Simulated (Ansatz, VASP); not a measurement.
# GaSi23O48 (Ga_Si) in two plane-wave programs, part 3 of 3

Wanted: the spread between two codes on one cell, functional and k mesh. Of the first pair: The structure shown is the start of the Ansatz relaxation below; VASP solves that cell, so the two are compared at the walk's first step.

VASP 6.6.1 and Ansatz 0.2.0.

So far. Step 3 (VASP: single point, r2SCAN, start cell, pair 1): The run ends at a pressure of 2.52 GPa, with forces up to 11 eV/Å.

**6. VASP: single point, r2SCAN, relaxed atoms in a fixed cell, pair 2**

Level of this step: r2SCAN, spin-polarised from a ferromagnetic start; plane waves and PAW (Si, O, Ga_d) (VASP).

The same cell, functional and mesh now go to VASP, with its own data sets.

Input file INCAR:

```
SYSTEM = GaSi23O48
PREC = Accurate
ENCUT = 580
EDIFF = 1E-06
NELM = 200
ISMEAR = 0
SIGMA = 0.01
LREAL = Auto
ALGO = Normal
METAGGA = R2SCAN
LASPH = .TRUE.
NELECT = 392
NBANDS = 246
ISPIN = 2
MAGMOM = -0 -0 -0 -0 -0 -0 -0 -0 -0 -0 -0 -0 -0 -0 -0 -0 -0 -0 -0 -0 -0 -0 -0 0.22 0.01 0.06 0.02 0.02 0.22 0.01 0.19 0.01 0.21 0.05 0.02 0.01 0.01 0.01 0.02 0.01 0 0.02 0.04 0.02 0.05 0.07 0.03 0.04 0.03 0.08 0 0.01 0.02 0.01 0.01 0.02 0.01 0.01 0.01 0 0 0.01 0 0.01 0 0 0 0 0 0.01 0.01 -0
LORBIT = 11
LWAVE = .FALSE.
LCHARG = .FALSE.
ISIF = 2
ISYM = 0
NUPDOWN = 2
GGA_COMPAT = .FALSE.
LMIXTAU = .TRUE.
```

Input file POSCAR:

```
GaSi23O48
1.0
    9.8422041312     -0.0000000051      0.0000000000
   -4.9211020600      8.5235988101      0.0000000000
    0.0000000000      0.0000000000     10.8330695200
Si O Ga
23 48 1
Direct
    0.2698956436      0.2696199657      0.9996375501
    0.9955720734      0.2288266397      0.3288445141
    0.2349678540      0.0019542392      0.1679973272
    0.0019494289      0.2346944528      0.8325249123
    0.2294624094      0.9967888914      0.6714939662
    0.2627836719      0.7650031869      0.0020782634
    0.9991265630      0.7360780699      0.3330288833
    0.2344866390      0.4997668074      0.1677469759
    0.2641537450      0.7711966605      0.5010023724
    0.9944753780      0.7266716821      0.8350355946
    0.2297065702      0.5104161117      0.6704435874
    0.7651684301      0.2626316905      0.9981345048
    0.5111677236      0.2308328825      0.3297393375
    0.7252519116      0.9948933462      0.1655500063
    0.7720612614      0.2643400398      0.5000970190
    0.5003480854      0.2337702819      0.8321087121
    0.7363570473      0.9992516246      0.6677048867
    0.7624132084      0.7631995329      0.0003367827
    0.4951419977      0.7330950381      0.3363058032
    0.7396593323      0.5006712957      0.1635554177
    0.7621171555      0.7623957189      0.5002416262
    0.4999320435      0.7383444196      0.8360192559
    0.7333034355      0.4955450588      0.6641737316
    0.1327172941      0.1953480406      0.3750251221
    0.2977934937      0.4313486288      0.0604877364
    0.0694925111      0.3611295818      0.2218231284
    0.2122892113      0.1390061388      0.1076975128
    0.3675988285      0.0709967134      0.2757507690
    0.4606415984      0.3079898871      0.4396378059
    0.1396398147      0.2116503611      0.8914602618
    0.3028607623      0.4605806572      0.5576313271
    0.0699412537      0.3672828349      0.7249635841
    0.1970049309      0.1326935476      0.6219837346
    0.3615176139      0.0686235823      0.7786715425
    0.4320022734      0.2976860164      0.9391774411
    0.1347023218      0.7100217131      0.3925707681
    0.2903422315      0.9275122212      0.0597674648
    0.0719686312      0.8691534842      0.2268860632
    0.2066321605      0.6347951888      0.1103339258
    0.3590453131      0.5684917811      0.2799644949
    0.4257663738      0.7950598277      0.4443607403
    0.1296647945      0.7005924557      0.8957113773
    0.2925438436      0.9354902967      0.5581967646
    0.0692088620      0.8556390959      0.7262153199
    0.1999486510      0.6456773940      0.6142396805
    0.3588126417      0.5763471817      0.7798387195
    0.4266891588      0.7970786139      0.9427804990
    0.6449878551      0.2009370602      0.3877403293
    0.7974396543      0.4273919996      0.0564551719
    0.5774455483      0.3588725711      0.2195014220
    0.6997375199      0.1305293217      0.1052646673
    0.8537829006      0.0688912367      0.2748171340
    0.9361573306      0.2924485613      0.4428913928
    0.6357861964      0.2069127990      0.8894656090
    0.7962164918      0.4263835704      0.5565877607
    0.5685649472      0.3584507645      0.7196243346
    0.7102152278      0.1348667580      0.6084138657
    0.8691072837      0.0713058824      0.7741106490
    0.9280753852      0.2894551177      0.9417651407
    0.6304567977      0.7054504402      0.3932889520
    0.7883641603      0.9244132851      0.0598008914
    0.5630930525      0.8599661604      0.2249643864
    0.7052734111      0.6314504924      0.1074673153
    0.8682507088      0.5724655818      0.2724136843
    0.9242836891      0.7914401973      0.4402314651
    0.6300635907      0.7038341846      0.8936690028
    0.7919374160      0.9248196294      0.5601199358
    0.5728379350      0.8675811181      0.7277716413
    0.7053727055      0.6306254009      0.6071656905
    0.8597136506      0.5643200924      0.7758111077
    0.9240552263      0.7899868701      0.9406582373
    0.2756012289      0.2771372938      0.4992564967
```

Input file KPOINTS:

```
Points of the shifted mesh
1
Reciprocal
 0.2500000000  0.2500000000  0.2500000000 1
```

The projector-augmented-wave data sets are Si, O and Ga_d (PBE family, release 64).

Launch:

```sh
> export OMP_NUM_THREADS=3
> mpirun -np 1 vasp_std
```

The program printed:

```text
[banner, memory and clock lines left out]
running    1 mpi-ranks, on    1 nodes
[...]
Offloading initialized ...    1 GPUs detected
[...]
[... a notice as in an earlier step ...]

 LDA part: xc-table for (None), standard interpolation
 POSCAR, INCAR and KPOINTS ok, starting setup
[...]
entering main loop
       N       E                     dE             d eps       ncg     rms          rms(c)
DAV:   1     0.330388163389E+04    0.33039E+04   -0.20982E+05   984   0.172E+03
DAV:   2    -0.516171641612E+03   -0.38201E+04   -0.36645E+04  1224   0.409E+02
DAV:   3    -0.884532709259E+03   -0.36836E+03   -0.36339E+03  1156   0.146E+02
DAV:   4    -0.897875568854E+03   -0.13343E+02   -0.13281E+02  1288   0.298E+01
DAV:   5    -0.898201171130E+03   -0.32560E+00   -0.32460E+00  1176   0.447E+00BRMIX: very serious problems
 the old and the new charge density differ
 old charge density:   393.00000 new  392.00000
    0.717E+01
DAV:   6    -0.708540683683E+03    0.18966E+03   -0.17556E+02  1424   0.347E+01    0.401E+01
DAV:   7    -0.711334356549E+03   -0.27937E+01   -0.34222E+01  1176   0.137E+01    0.174E+01
DAV:   8    -0.713063013472E+03   -0.17287E+01   -0.14130E+01  1352   0.931E+00    0.127E+01
DAV:   9    -0.712740779965E+03    0.32223E+00   -0.36377E+00  1264   0.566E+00    0.726E+00
[...]
DAV:  26    -0.712680917822E+03    0.47049E-05   -0.92452E-05  1272   0.200E-02    0.220E-02
DAV:  27    -0.712680924862E+03   -0.70401E-05   -0.17665E-05  1112   0.103E-02    0.126E-02
DAV:  28    -0.712680925391E+03   -0.52906E-06   -0.22551E-06   848   0.426E-03
   1 F= -.71268093E+03 E0= -.71268076E+03  d E =-.324711E-03  mag=     2.0000
```

Parts of OUTCAR (step 6):

```text
  Total       -5.1930360     -6.3937128     -6.6028328     -1.1387732      0.3400537     -0.2806029
  in kB       -9.1551405    -11.2718918    -11.6405630     -2.0076173      0.5995028     -0.4946931
  external PRESSURE =     -10.6891984 kB  Pullay stress =       0.0000000 kB

 POSITION                                       TOTAL-FORCE (eV/Angst)
 -----------------------------------------------------------------------------------
      1.32954      2.29813     10.82914         0.016232      0.016407      0.000504
      8.67254      1.95043      3.56240        -0.009748     -0.007196     -0.000875
      2.30298      0.01666      1.81993        -0.021399      0.014279      0.004474
     -1.13577      2.00044      9.01880         0.018590     -0.008150      0.005475
     -2.64688      8.49623      7.27434         0.001196     -0.021799     -0.000370
     -1.17829      6.52058      0.02251         0.012842      0.002749     -0.000215
      6.21129      6.27403      3.60773         0.005489     -0.015363     -0.001584
     -0.15154      4.25981      1.81721        -0.020319      0.004680     -0.002189
     -1.19528      6.57337      5.42739        -0.001166      0.018004     -0.004748
      6.21180      6.19386      9.04600         0.011577     -0.022495      0.002300
     -0.25099      4.35058      7.26296        -0.035974      0.001715      0.030854
      6.23851      2.23857     10.81286         0.004214      0.018410     -0.009597
      3.89506      1.96753      3.57209         0.014581     -0.035533     -0.032677
      2.24211      8.48007      1.79341        -0.027842     -0.001688      0.009284
[...]
-----------------------------------------------------------------------------------
    total drift:                                0.023769     -0.002288      0.016227

  FREE ENERGIE OF THE ION-ELECTRON SYSTEM (eV)
  ---------------------------------------------------
  free  energy   TOTEN  =      -712.6809253914 eV

  energy  without entropy=     -712.6806006801  energy(sigma->0) =     -712.68076304

 magnetization (x)
# of ion       s       p       d       tot
------------------------------------------
    1       -0.000  -0.001   0.000  -0.001
    2       -0.002  -0.005   0.000  -0.008
    3       -0.000  -0.001   0.000  -0.001
    4       -0.000  -0.001   0.000  -0.001
    5       -0.002  -0.005   0.000  -0.007
    6       -0.000  -0.001   0.000  -0.001
    7       -0.000  -0.001   0.000  -0.001
    8       -0.001  -0.001   0.000  -0.002
    9       -0.001  -0.002   0.000  -0.002
   10       -0.000  -0.001   0.000  -0.001
   11       -0.002  -0.006   0.000  -0.008
   12       -0.000  -0.000   0.000  -0.001
   13       -0.003  -0.007   0.000  -0.009
[...]
--------------------------------------------------
tot          0.008   1.712   0.004   1.724

[... 1 part as in an earlier step ...]

[... 2 further parts left out ...]
[key lines of the parts left out:]
E-fermi :   0.6235
```

The run ends at a pressure of -1.07 GPa, with forces up to 0.12 eV/Å.

**7. Side by side**

What differs besides the data sets and the points named for the pairs above, as far as they apply: site moments are counted in spheres of each program's own size. Total energies have different zeros and are not compared.

Compared:

| quantity | Ansatz | VASP | difference |
| --- | --- | --- | --- |
| total moment, fixed by the input (μB) | 2.00 | 2.00 | 0.00 |
| moment on O29 (μB) | 0.22 | 0.24 | -0.02 |
| moment on O24 (μB) | 0.22 | 0.24 | -0.02 |
| moment on O33 (μB) | 0.21 | 0.23 | -0.02 |
| moment on O31 (μB) | 0.19 | 0.21 | -0.02 |
| moment on O50 (μB) | 0.09 | 0.09 | -0.01 |
| moment on O46 (μB) | 0.07 | 0.07 | -0.01 |
| moment on O26 (μB) | 0.06 | 0.07 | -0.01 |
| moment on O45 (μB) | 0.05 | 0.06 | -0.01 |

The largest component of a force difference here is 110 meV/Å. The cell carries a charge of +1 e against a uniform background, so its pressure also hangs on how the neutralising background is counted, and in a defect's cell a gap may be the spacing between its levels.

**8. Outcome**

| Quantity | Value |
| --- | --- |
| r.m.s. force difference (single point, r2SCAN, start cell, pair 1) | 1.8 % of the r.m.s. force |
| r.m.s. force difference (single point, r2SCAN, relaxed atoms in a fixed cell, pair 2) | 17 meV/Å |

In words: The r.m.s. force difference is 17 meV/Å (single point, r2SCAN, relaxed atoms in a fixed cell, pair 2), beyond the 12 meV/Å picked in this series as the mark of a large difference. What causes the difference of the single point, r2SCAN, relaxed atoms in a fixed cell, pair 2 pair stays open here. How closely two codes agree says nothing of how well the functional describes the real material.

[Lines on the potential files, build, host, timing and source positions are cut from VASP's logs without a mark.]

[Logs are printed without paths, hosts, clocks, repeated set-up lines and the standing remarks that a program may print on its own settings, such as how far it seeks lower states.]

[Hosts, paths, dates, database ids (printed as entryN), source tags and the programs' standing remarks are cut or masked in the printed files.]
